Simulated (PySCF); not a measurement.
Below is a simulated gas-phase C 1s photoelectron spectrum of `C1CCC[NH2+]1`.

Every computed line was given a Gaussian of 0.5 eV full width at half maximum and an area set by the number of equivalent atoms; the highest printed point is 100. Method: delta-SCF UKS SCAN, pcX-2 on the ionised atom, pcseg-1 elsewhere, spin-free X2C (PySCF 2.14.0).

| binding energy (eV) | intensity |
| --- | --- |
| 295.0 | 0 |
| 295.1 | 1 |
| 295.2 | 5 |
| 295.3 | 14 |
| 295.4 | 33 |
| 295.5 | 59 |
| 295.6 | 86 |
| 295.7 | 100 |
| 295.8 | 93 |
| 295.9 | 69 |
| 296.0 | 42 |
| 296.1 | 20 |
| 296.2 | 8 |
| 296.3 | 2 |
| 296.4 | 1 |
| 296.5 | 0 |
| 296.6 | 0 |
| 296.7 | 1 |
| 296.8 | 3 |
| 296.9 | 9 |
| 297.0 | 22 |
| 297.1 | 45 |
| 297.2 | 73 |
| 297.3 | 95 |
| 297.4 | 99 |
| 297.5 | 83 |
| 297.6 | 55 |
| 297.7 | 30 |
| 297.8 | 13 |
| 297.9 | 4 |
| 298.0 | 1 |
| 298.1 | 0 |

Problem. How many maxima does the curve show, and how many computed lines lie under it?

Solution. The curve has 2 maxima (at 295.7 and 297.4 eV). Under it lie 2 lines from 2 inequivalent carbon sites.

Problem. Decompose the envelope and assign each component. Numbering: `[CH2:1]1[CH2:2][CH2:3][NH2+:4][CH2:5]1`.

Solution. 
```
position (eV)  relative area  line  atoms                   environment
       295.72              2  C 1s  C1/C2               ring CH2 carbon
       297.37              2  C 1s  C3/C5  sp3 carbon bound to nitrogen
```

Problem. Above which line width would these two lines show one maximum?

Solution. Two equal Gaussians merge once their distance is under 2σ = FWHM/1.177. With 1.65 eV between them that is a full width over 1.94 eV.

Lowest listed C 1s: C1/C2, bonded to 2 C and 2 H. Highest, 1.65 eV above it: C3/C5, bonded to N, C and 2 H. Summing the Pauling electronegativity differences to the bonded atoms, each weighted by its formal bond order, gives -0.70 for the lowest site and -0.21 for the highest.

No satellites, vibrations or lifetime broadening are included. Topologically equivalent atoms share the value of their first member; where this conformer doesn't relate them by symmetry, their own values could differ. The species carries charge +1, so core ionisation leaves charge +2. Geometry: GFN2-xTB, one conformer, isolated ion.
